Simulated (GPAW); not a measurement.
# AlRu (Pm-3m) in GPAW: a series of runs

Aim: see how the results for AlRu move with the level of theory and the settings. Levels: PBEsol, LDA, r2SCAN. Tasks: band structure, equation of state.

Everything below comes from runs of GPAW 26.7.0. Logs are shortened: lines on timing, memory, paths and dates and some standing lists are left out, and cuts for length are marked. The log counts tension as positive stress, the text compression.

## Step 1: The structure

Symmetry: Pm-3m, No. 221, cubic system. The conventional cell has a = 2.992 Å, b = 2.992 Å, c = 2.992 Å, α = 90.00°, β = 90.00°, γ = 90.00°. Around Ru (site symmetry m-3m) lie 8 Al at 2.59 Å. Around Al (site symmetry m-3m) lie 8 Ru at 2.59 Å.

## Step 2: Band structure, PBEsol

run.py reads:

```python
from ase import Atoms
from ase.dft.bandgap import bandgap
from ase.io import write
from ase.units import GPa
from gpaw import GPAW, PW, setup_paths

setup_paths.insert(0, '.')

atoms = Atoms(['Ru', 'Al'],
              cell=[[2.9916, 0.0, 0.0],
                    [0.0, 2.9916, 0.0],
                    [0.0, 0.0, 2.9916]],
              scaled_positions=[[0.5, 0.5, 0.5],
                                [0.0, 0.0, 0.0]],
              pbc=True)

calc = GPAW(mode=PW(600),
            xc='PBEsol',
            kpts={'size': (9, 9, 9), 'gamma': True},
            occupations={'name': 'fermi-dirac', 'width': 0.05},
            nbands=20,
            convergence={'density': 1e-05, 'energy': 1e-05},
            maxiter=150,
            txt='gpaw.txt')
atoms.calc = calc
energy = atoms.get_potential_energy()
forces = atoms.get_forces()
stress = atoms.get_stress()
calc.write('gs.gpw')
write('result.traj', atoms)
print(f'Energy: {energy:.6f} eV')
print('Forces (eV/A):')
print(forces.round(4))
print('Stress (GPa):', (stress / GPa).round(3))
print('Fermi level:', round(calc.get_fermi_level(), 4), 'eV')
print(f'Gap: {bandgap(calc)[0]:.4f} eV, direct: {bandgap(calc, direct=True)[0]:.4f} eV')

path = atoms.cell.bandpath('GXMGRX,MR', npoints=100, eps=1e-4)
bs_calc = calc.fixed_density(kpts=path, symmetry='off', nbands=30,
                             convergence={'bands': 'CBM+6.0', 'eigenstates': 1e-6}, txt='bands.txt')
bs = bs_calc.band_structure()
bs.write('bs.json')
print(f'Gap on the path: {bandgap(bs_calc)[0]:.4f} eV')
```

Potentials or basis: PAW data sets generated in the run's folder for this functional, pw.

Started as:

```console
$ gpaw-setup -f PBEsol Al Ru
$ OMP_NUM_THREADS=1 python run.py
```

gpaw.txt:

```text
__  _  _
 | _ |_)|_||  |
 |__||  | ||/\| - 26.7.0

Input parameters:
  mode=PW(ecut=600.0),
  convergence={'density': 1e-05, 'energy': 1e-05},
  kpts=MonkhorstPack(size=(9, 9, 9), gamma=True),
  maxiter=150,
  nbands=20,
  occupations=Occupations(name='fermi-dirac', width=0.05),
  xc=XC(name='PBEsol')

Diagonalizing LCAO Hamiltonian
Converting LCAO to pw mode
   .------.
  /|      |
 * |      |
 | |  Ru  |
 | .------.
 |/      /
 Al-----*

Atoms  # Å, Bohr magnetons
|   | symbol |        x |        y |        z |    initial magnetic moments |
|---|--------|----------|----------|----------|-----------------------------|
| 0 |     Ru | 1.495800 | 1.495800 | 1.495800 | ( 0.0000,  0.0000,  0.0000) |
| 1 |     Al | 0.000000 | 0.000000 | 0.000000 | ( 0.0000,  0.0000,  0.0000) |

Unit cell  # Å
| periodic |        x |        y |        z |  lengths |    angles |
|----------|----------|----------|----------|----------|-----------|
|      yes | 2.991600 | 0.000000 | 0.000000 | 2.991600 | 90.000000 |
|      yes | 0.000000 | 2.991600 | 0.000000 | 2.991600 | 90.000000 |
|      yes | 0.000000 | 0.000000 | 2.991600 | 2.991600 | 90.000000 |

Number of symmetries: 48
Symmetry operations  # r_c * U_cc + t_c -> r_c
|    | kind |            matrix            |
|----|------|------------------------------|
|  0 |  E   |  1, 0, 0,  0, 1, 0,  0, 0, 1 |
|  1 |  σ   |  1, 0, 0,  0, 1, 0,  0, 0,-1 |
|  2 |  σ   |  1, 0, 0,  0, 0, 1,  0, 1, 0 |
|  3 |  C4  |  1, 0, 0,  0, 0, 1,  0,-1, 0 |
|  4 |  C4  |  1, 0, 0,  0, 0,-1,  0, 1, 0 |
|  5 |  σ   |  1, 0, 0,  0, 0,-1,  0,-1, 0 |
|  6 |  σ   |  1, 0, 0,  0,-1, 0,  0, 0, 1 |
|  7 |  C2  |  1, 0, 0,  0,-1, 0,  0, 0,-1 |
|  8 |  σ   |  0, 1, 0,  1, 0, 0,  0, 0, 1 |
|  9 |  C2  |  0, 1, 0,  1, 0, 0,  0, 0,-1 |
| 10 |  C3  |  0, 1, 0,  0, 0, 1,  1, 0, 0 |
| 11 |  S6  |  0, 1, 0,  0, 0, 1, -1, 0, 0 |
| 12 |  S6  |  0, 1, 0,  0, 0,-1,  1, 0, 0 |
| 13 |  C3  |  0, 1, 0,  0, 0,-1, -1, 0, 0 |
| 14 |  C4  |  0, 1, 0, -1, 0, 0,  0, 0, 1 |
| 15 |  S4  |  0, 1, 0, -1, 0, 0,  0, 0,-1 |
| 16 |  C3  |  0, 0, 1,  1, 0, 0,  0, 1, 0 |
| 17 |  S6  |  0, 0, 1,  1, 0, 0,  0,-1, 0 |
| 18 |  σ   |  0, 0, 1,  0, 1, 0,  1, 0, 0 |
| 19 |  C4  |  0, 0, 1,  0, 1, 0, -1, 0, 0 |
| 20 |  C2  |  0, 0, 1,  0,-1, 0,  1, 0, 0 |
| 21 |  S4  |  0, 0, 1,  0,-1, 0, -1, 0, 0 |
| 22 |  S6  |  0, 0, 1, -1, 0, 0,  0, 1, 0 |
| 23 |  C3  |  0, 0, 1, -1, 0, 0,  0,-1, 0 |
| 24 |  S6  |  0, 0,-1,  1, 0, 0,  0, 1, 0 |
| 25 |  C3  |  0, 0,-1,  1, 0, 0,  0,-1, 0 |
| 26 |  C4  |  0, 0,-1,  0, 1, 0,  1, 0, 0 |
| 27 |  σ   |  0, 0,-1,  0, 1, 0, -1, 0, 0 |
| 28 |  S4  |  0, 0,-1,  0,-1, 0,  1, 0, 0 |
| 29 |  C2  |  0, 0,-1,  0,-1, 0, -1, 0, 0 |
| 30 |  C3  |  0, 0,-1, -1, 0, 0,  0, 1, 0 |
| 31 |  S6  |  0, 0,-1, -1, 0, 0,  0,-1, 0 |
| 32 |  C4  |  0,-1, 0,  1, 0, 0,  0, 0, 1 |
| 33 |  S4  |  0,-1, 0,  1, 0, 0,  0, 0,-1 |
| 34 |  S6  |  0,-1, 0,  0, 0, 1,  1, 0, 0 |
| 35 |  C3  |  0,-1, 0,  0, 0, 1, -1, 0, 0 |
| 36 |  C3  |  0,-1, 0,  0, 0,-1,  1, 0, 0 |
| 37 |  S6  |  0,-1, 0,  0, 0,-1, -1, 0, 0 |
| 38 |  σ   |  0,-1, 0, -1, 0, 0,  0, 0, 1 |
| 39 |  C2  |  0,-1, 0, -1, 0, 0,  0, 0,-1 |
| 40 |  σ   | -1, 0, 0,  0, 1, 0,  0, 0, 1 |
| 41 |  C2  | -1, 0, 0,  0, 1, 0,  0, 0,-1 |
| 42 |  C2  | -1, 0, 0,  0, 0, 1,  0, 1, 0 |
| 43 |  S4  | -1, 0, 0,  0, 0, 1,  0,-1, 0 |
| 44 |  S4  | -1, 0, 0,  0, 0,-1,  0, 1, 0 |
| 45 |  C2  | -1, 0, 0,  0, 0,-1,  0,-1, 0 |
| 46 |  C2  | -1, 0, 0,  0,-1, 0,  0, 0, 1 |
| 47 |  i   | -1, 0, 0,  0,-1, 0,  0, 0,-1 |

BZ-sampling:
  Number of BZ points: 729
  Number of IBZ points: 35

  Monkhorst-Pack size: [9, 9, 9]
  Monkhorst-Pack shift: [0, 0, 0]

K-points  # in reciprocal-cell coordinates
|     |                                coordinates |     weight |
|-----|--------------------------------------------|------------|
|   0 | (  0.00000000,   0.00000000,   0.00000000) | 0.00137174 |
|   1 | (  0.11111111,   0.00000000,   0.00000000) | 0.00823045 |
|   2 | (  0.11111111,   0.11111111,   0.00000000) | 0.01646091 |
|   3 | (  0.11111111,   0.11111111,   0.11111111) | 0.01097394 |
|   4 | (  0.22222222,   0.00000000,   0.00000000) | 0.00823045 |
|   5 | (  0.22222222,   0.11111111,   0.00000000) | 0.03292181 |
|   6 | (  0.22222222,   0.11111111,   0.11111111) | 0.03292181 |
|   7 | (  0.22222222,   0.22222222,   0.00000000) | 0.01646091 |
|   8 | (  0.22222222,   0.22222222,   0.11111111) | 0.03292181 |
|   9 | (  0.22222222,   0.22222222,   0.22222222) | 0.01097394 |
| ... |                                            |            |
|  34 | (  0.44444444,   0.44444444,   0.44444444) | 0.01097394 |

Plane wave coefficients: 922
Cutoff: 600.0 eV

Spin-components: 1 (collinear spins)
Bands:           20
Projectors:      11
Spin-degeneracy: 2
Datatype:        complex128

Parallelization:
  kpt:    1
  domain: 1
  band:   1

Density:
  Valence electrons: 19.0
  Components: 1
  Grid points: [18 18 18]
  Charge: 0.0  # |e|

Potential:
  Grid points: [18 18 18]

species:
  Ru:
    name:    Ruthenium
    Z:       44.0
    valence: 16
    core:    28
    charge:  0.0  # [|e|]
    compensation charges:
      type: gauss
      rc: 0.39  # [Å]
      lmax: 2
    cutoffs:
      filter: 2.16  # [Å]
      core: 1.30  # [Å]
    projectors
    | kind |    occ | energy [eV] | rcut [Å] |
    |------|--------|-------------|----------|
    |   4s |  2.000 |     -76.260 |    1.281 |
    |   5s |  1.000 |      -4.265 |    1.281 |
    |   4p |  6.000 |     -46.387 |    1.286 |
    |   5p |  0.000 |      -0.866 |    1.286 |
    |   4d |  7.000 |      -5.218 |    1.254 |
    |    d |        |      21.994 |    1.254 |

    Using partial waves for Ru as LCAO basis

  Al:
    name:    Aluminium
    Z:       13.0
    valence: 3
    core:    10
    charge:  0.0  # [|e|]
    compensation charges:
      type: gauss
      rc: 0.34  # [Å]
      lmax: 2
    cutoffs:
      filter: 1.91  # [Å]
      core: 2.36  # [Å]
    projectors
    | kind |    occ | energy [eV] | rcut [Å] |
    |------|--------|-------------|----------|
    |   3s |  2.000 |      -7.715 |    1.085 |
    |   3p |  1.000 |      -2.689 |    1.085 |
    |    s |        |      19.497 |    1.085 |
    |    p |        |      24.522 |    1.085 |
    |    d |        |       0.000 |    1.085 |

    Using partial waves for Al as LCAO basis

Reference energy: -129772.166473  # eV

eigensolver:
  PPCG
  Converge bands: occupied
  niter=2

density mixing:
  MSR1-Mixer
  Pratt-step length: 0.05
  Maximum mixing coefficient: 0.75
  Old densities: 10
  SVD Regularization: 0.005
  Good broyden scale: 1.0
  Trust region scale: 1.0
  Backstep threshold: 4.0
  History deletion threshold: 6.0
  Fourier metric: weight=20.0, sigma=0.015

occupation numbers:
  Fermi-Dirac:
    width: 0.0500  # eV

poisson solver:
  ecut: 4800.0  # eV

xc functional:
  name: PBEsol with 2 nearest neighbor stencil

convergence criteria:
- Maximum integral of absolute [dens]ity change: 1e-05 electrons / valence electron
- Maximum [total energy] change in last 3 cyles: 1e-05 eV / valence electron
- Maximum integral of absolute [eigenst]ate change: 4e-08 eV^2 / valence electron
maximum number of iterations: 150

SCF iterations
|iter     | |      energy | eigst |  dens |
|---------|-|-------------|-------|-------|
|iter:   1| |  -16.634129 | +0.38 |       |
|iter:   2| |  -16.327012 | -2.55 | -1.01 |
|iter:   3| |  -15.708863 | -1.73 | -1.08 |
|iter:   4| |  -15.699650 | -3.67 | -1.73 |
|iter:   5| |  -15.697922 | -3.58 | -1.93 |
|iter:   6| |  -15.697968 | -5.11 | -2.81 |
|iter:   7| |  -15.698005c| -5.75 | -3.27 |
|iter:   8| |  -15.698007c| -7.95c| -4.12 |
|iter:   9| |  -15.698007c| -7.78c| -4.67 |
|iter:  10| |  -15.698007c| -8.81c| -5.80c|

Converged in 10 steps
Energy contributions relative to reference atoms: (reference = -129772.166473)

Energy contributions:
  Kinetic:           3.615971
  Coulomb:          -3.891665
  Zero:             -0.232162
  External:          0.000000
  Xc:              -15.182743
  Entropy:          -0.014817
  Spinorbit:         0.000000
  ----------------------------
  Free energy:     -15.705415
  Extrapolated:    -15.698007

dipole moment: (-5.115445, -5.115445, -5.115445)  # |e|*Ang

Fermi level: 10.304
Eigenvalues  # (at kpt = [0.000, 0.000, 0.000])
| band index |      eig [eV] | occ [0-2] |
|------------|---------------|-----------|
|          0 |       -61.361 |     2.000 |
|          1 |       -31.361 |     2.000 |
|          2 |       -31.361 |     2.000 |
|          3 |       -31.361 |     2.000 |
|          4 |         0.712 |     2.000 |
|          5 |         6.796 |     2.000 |
|          6 |         6.796 |     2.000 |
|          7 |        10.550 |     0.015 |
|          8 |        10.550 |     0.015 |
|          9 |        10.550 |     0.015 |
|         10 |        16.455 |     0.000 |
|         11 |        16.455 |     0.000 |
|         12 |        16.455 |     0.000 |
|         13 |        21.334 |     0.000 |
|         14 |        21.334 |     0.000 |
|        ... |               |           |
|         19 |        32.036 |     0.000 |

No gap
No difference between direct/indirect transitions

Forces  # eV/Ang
|        x |        y |        z |
|----------|----------|----------|
| -0.00000 | -0.00000 | -0.00000 |  # Ru   0
|  0.00000 |  0.00000 |  0.00000 |  # Al   1

Stress tensor  # eV/Ang^3
|        x |        y |        z |
|----------|----------|----------|
| 0.016058 | 0.000000 | 0.000000 |
| 0.000000 | 0.016058 | 0.000000 |
| 0.000000 | 0.000000 | 0.016058 |

# Writing to gs.gpw (mode='')
```

Wall time 28 s (1 thread of Arm Neoverse V2, shared host); peak memory 0.22 GiB.

Results:

```
Free energy             : -15.7054 eV
Pressure                : -2.6 GPa
Band gap along the path : none (metal or under the smearing width)
```

Levels at the corners of the path, in eV from the Fermi level:
| point | band 7 | band 8 | band 9 | band 10 | band 11 | band 12 |
| --- | --- | --- | --- | --- | --- | --- |
| Γ | -3.51 | 0.25 | 0.25 | 0.25 | 6.15 | 6.15 |
| X | -2.71 | -1.53 | -1.53 | 0.50 | 2.32 | 7.54 |
| M | -1.30 | -1.30 | -1.10 | -1.10 | 1.56 | 5.34 |
| Γ | -3.51 | 0.25 | 0.25 | 0.25 | 6.15 | 6.15 |
| R | -4.54 | 1.65 | 1.65 | 2.65 | 4.19 | 4.19 |
| X | -2.71 | -1.53 | -1.53 | 0.50 | 2.32 | 7.54 |
| M | -1.30 | -1.30 | -1.10 | -1.10 | 1.56 | 5.34 |
| R | -4.54 | 1.65 | 1.65 | 2.65 | 4.19 | 4.19 |

## Step 3: Band structure, LDA

Changes to run.py since step 2:

```diff
@@ -4,5 +4,3 @@
 from ase.units import GPa
-from gpaw import GPAW, PW, setup_paths
-
-setup_paths.insert(0, '.')
+from gpaw import GPAW, PW
 
@@ -17,3 +15,3 @@
 calc = GPAW(mode=PW(600),
-            xc='PBEsol',
+            xc='LDA',
             kpts={'size': (9, 9, 9), 'gamma': True},
```

Potentials or basis: the program's PAW data sets (release 1.2.1) made for this functional, pw.

Started as:

```console
$ OMP_NUM_THREADS=1 python run.py
```

gpaw.txt:

```text
__  _  _
 | _ |_)|_||  |
 |__||  | ||/\| - 26.7.0

Input parameters:
  mode=PW(ecut=600.0),
  convergence={'density': 1e-05, 'energy': 1e-05},
  kpts=MonkhorstPack(size=(9, 9, 9), gamma=True),
  maxiter=150,
  nbands=20,
  occupations=Occupations(name='fermi-dirac', width=0.05),
  xc=XC(name='LDA')

Diagonalizing LCAO Hamiltonian
Converting LCAO to pw mode
   .------.
  /|      |
 * |      |
 | |  Ru  |
 | .------.
 |/      /
 Al-----*

Atoms  # Å, Bohr magnetons
|   | symbol |        x |        y |        z |    initial magnetic moments |
|---|--------|----------|----------|----------|-----------------------------|
| 0 |     Ru | 1.495800 | 1.495800 | 1.495800 | ( 0.0000,  0.0000,  0.0000) |
| 1 |     Al | 0.000000 | 0.000000 | 0.000000 | ( 0.0000,  0.0000,  0.0000) |

Unit cell  # Å
| periodic |        x |        y |        z |  lengths |    angles |
|----------|----------|----------|----------|----------|-----------|
|      yes | 2.991600 | 0.000000 | 0.000000 | 2.991600 | 90.000000 |
|      yes | 0.000000 | 2.991600 | 0.000000 | 2.991600 | 90.000000 |
|      yes | 0.000000 | 0.000000 | 2.991600 | 2.991600 | 90.000000 |

Number of symmetries: 48
Symmetry operations  # r_c * U_cc + t_c -> r_c
|    | kind |            matrix            |
|----|------|------------------------------|
|  0 |  E   |  1, 0, 0,  0, 1, 0,  0, 0, 1 |
|  1 |  σ   |  1, 0, 0,  0, 1, 0,  0, 0,-1 |
|  2 |  σ   |  1, 0, 0,  0, 0, 1,  0, 1, 0 |
|  3 |  C4  |  1, 0, 0,  0, 0, 1,  0,-1, 0 |
|  4 |  C4  |  1, 0, 0,  0, 0,-1,  0, 1, 0 |
|  5 |  σ   |  1, 0, 0,  0, 0,-1,  0,-1, 0 |
|  6 |  σ   |  1, 0, 0,  0,-1, 0,  0, 0, 1 |
|  7 |  C2  |  1, 0, 0,  0,-1, 0,  0, 0,-1 |
|  8 |  σ   |  0, 1, 0,  1, 0, 0,  0, 0, 1 |
|  9 |  C2  |  0, 1, 0,  1, 0, 0,  0, 0,-1 |
| 10 |  C3  |  0, 1, 0,  0, 0, 1,  1, 0, 0 |
| 11 |  S6  |  0, 1, 0,  0, 0, 1, -1, 0, 0 |
| 12 |  S6  |  0, 1, 0,  0, 0,-1,  1, 0, 0 |
| 13 |  C3  |  0, 1, 0,  0, 0,-1, -1, 0, 0 |
| 14 |  C4  |  0, 1, 0, -1, 0, 0,  0, 0, 1 |
| 15 |  S4  |  0, 1, 0, -1, 0, 0,  0, 0,-1 |
| 16 |  C3  |  0, 0, 1,  1, 0, 0,  0, 1, 0 |
| 17 |  S6  |  0, 0, 1,  1, 0, 0,  0,-1, 0 |
| 18 |  σ   |  0, 0, 1,  0, 1, 0,  1, 0, 0 |
| 19 |  C4  |  0, 0, 1,  0, 1, 0, -1, 0, 0 |
| 20 |  C2  |  0, 0, 1,  0,-1, 0,  1, 0, 0 |
| 21 |  S4  |  0, 0, 1,  0,-1, 0, -1, 0, 0 |
| 22 |  S6  |  0, 0, 1, -1, 0, 0,  0, 1, 0 |
| 23 |  C3  |  0, 0, 1, -1, 0, 0,  0,-1, 0 |
| 24 |  S6  |  0, 0,-1,  1, 0, 0,  0, 1, 0 |
| 25 |  C3  |  0, 0,-1,  1, 0, 0,  0,-1, 0 |
| 26 |  C4  |  0, 0,-1,  0, 1, 0,  1, 0, 0 |
| 27 |  σ   |  0, 0,-1,  0, 1, 0, -1, 0, 0 |
| 28 |  S4  |  0, 0,-1,  0,-1, 0,  1, 0, 0 |
| 29 |  C2  |  0, 0,-1,  0,-1, 0, -1, 0, 0 |
| 30 |  C3  |  0, 0,-1, -1, 0, 0,  0, 1, 0 |
[... 108 lines left out ...]
    |    s |        |      19.382 |    1.085 |
    |    p |        |      24.428 |    1.085 |
    |    d |        |       0.000 |    1.085 |

    Using partial waves for Al as LCAO basis

Reference energy: -129701.836263  # eV

eigensolver:
  PPCG
  Converge bands: occupied
  niter=2

density mixing:
  MSR1-Mixer
  Pratt-step length: 0.05
  Maximum mixing coefficient: 0.75
  Old densities: 10
  SVD Regularization: 0.005
  Good broyden scale: 1.0
  Trust region scale: 1.0
  Backstep threshold: 4.0
  History deletion threshold: 6.0
  Fourier metric: weight=20.0, sigma=0.015

occupation numbers:
  Fermi-Dirac:
    width: 0.0500  # eV

poisson solver:
  ecut: 4800.0  # eV

xc functional:
  name: None

convergence criteria:
- Maximum integral of absolute [dens]ity change: 1e-05 electrons / valence electron
- Maximum [total energy] change in last 3 cyles: 1e-05 eV / valence electron
- Maximum integral of absolute [eigenst]ate change: 4e-08 eV^2 / valence electron
maximum number of iterations: 150

SCF iterations
|iter     | |      energy | eigst |  dens |
|---------|-|-------------|-------|-------|
|iter:   1| |  -17.321679 | +0.38 |       |
|iter:   2| |  -17.023678 | -2.53 | -1.02 |
|iter:   3| |  -16.407868 | -1.75 | -1.09 |
|iter:   4| |  -16.391447 | -3.60 | -1.73 |
|iter:   5| |  -16.386129 | -3.67 | -1.93 |
|iter:   6| |  -16.386116 | -5.09 | -2.76 |
|iter:   7| |  -16.386140c| -5.87 | -3.25 |
|iter:   8| |  -16.386141c| -8.09c| -4.13 |
|iter:   9| |  -16.386142c| -7.89c| -4.66 |
|iter:  10| |  -16.386142c| -9.14c| -5.91c|

Converged in 10 steps
Energy contributions relative to reference atoms: (reference = -129701.836263)

Energy contributions:
  Kinetic:           3.485574
  Coulomb:          -3.695519
  Zero:             -0.247978
  External:          0.000000
  Xc:              -15.920804
  Entropy:          -0.014829
  Spinorbit:         0.000000
  ----------------------------
  Free energy:     -16.393556
  Extrapolated:    -16.386142

dipole moment: (-5.136921, -5.136921, -5.136921)  # |e|*Ang

Fermi level: 10.155
Eigenvalues  # (at kpt = [0.000, 0.000, 0.000])
| band index |      eig [eV] | occ [0-2] |
|------------|---------------|-----------|
|          0 |       -61.430 |     2.000 |
|          1 |       -31.465 |     2.000 |
|          2 |       -31.465 |     2.000 |
|          3 |       -31.465 |     2.000 |
|          4 |         0.570 |     2.000 |
|          5 |         6.648 |     2.000 |
|          6 |         6.648 |     2.000 |
|          7 |        10.396 |     0.016 |
|          8 |        10.396 |     0.016 |
|          9 |        10.396 |     0.016 |
|         10 |        16.254 |     0.000 |
|         11 |        16.254 |     0.000 |
|         12 |        16.254 |     0.000 |
|         13 |        21.231 |     0.000 |
|         14 |        21.231 |     0.000 |
|        ... |               |           |
|         19 |        31.774 |     0.000 |

No gap
No difference between direct/indirect transitions

Forces  # eV/Ang
|        x |        y |       z |
|----------|----------|---------|
| -0.00000 | -0.00000 | 0.00000 |  # Ru   0
|  0.00000 |  0.00000 | 0.00000 |  # Al   1

Stress tensor  # eV/Ang^3
|        x |        y |        z |
|----------|----------|----------|
| 0.047453 | 0.000000 | 0.000000 |
| 0.000000 | 0.047453 | 0.000000 |
| 0.000000 | 0.000000 | 0.047453 |

# Writing to gs.gpw (mode='')
```

stdout:

```text
Energy: -16.386142 eV
Forces (eV/A):
[[-0. -0.  0.]
 [ 0.  0.  0.]]
Stress (GPa): [7.603 7.603 7.603 0.    0.    0.   ]
Fermi level: 10.1549 eV
Gap: 0.0000 eV, direct: 0.0000 eV
Gap on the path: 0.0000 eV
```

Run time: 26 s. Hardware: 1 thread of Arm Neoverse V2, shared host; peak memory 0.22 GiB.

What came out:

| Quantity | Value |
| --- | --- |
| Free energy | -16.3936 eV |
| Pressure | -7.6 GPa |
| Band gap along the path | none (metal or under the smearing width) |

Levels at the corners of the path, in eV from the Fermi level:
```
point  band 5  band 6  band 7  band 8  band 9  band 10  band 11  band 12  band 13
    Γ   -9.59   -3.51   -3.51    0.24    0.24     0.24     6.10     6.10     6.10
    X   -5.76   -5.40   -2.72   -1.53   -1.53     0.50     2.30     7.59    11.09
    M   -5.95   -3.02   -1.27   -1.27   -1.10    -1.10     1.54     5.30     6.26
    Γ   -9.59   -3.51   -3.51    0.24    0.24     0.24     6.10     6.10     6.10
    R   -4.53   -4.53   -4.53    1.64    1.64     2.53     4.21     4.21     4.21
    X   -5.76   -5.40   -2.72   -1.53   -1.53     0.50     2.30     7.59    11.09
    M   -5.95   -3.02   -1.27   -1.27   -1.10    -1.10     1.54     5.30     6.26
    R   -4.53   -4.53   -4.53    1.64    1.64     2.53     4.21     4.21     4.21
```

(Continued in part 2 of 2.)
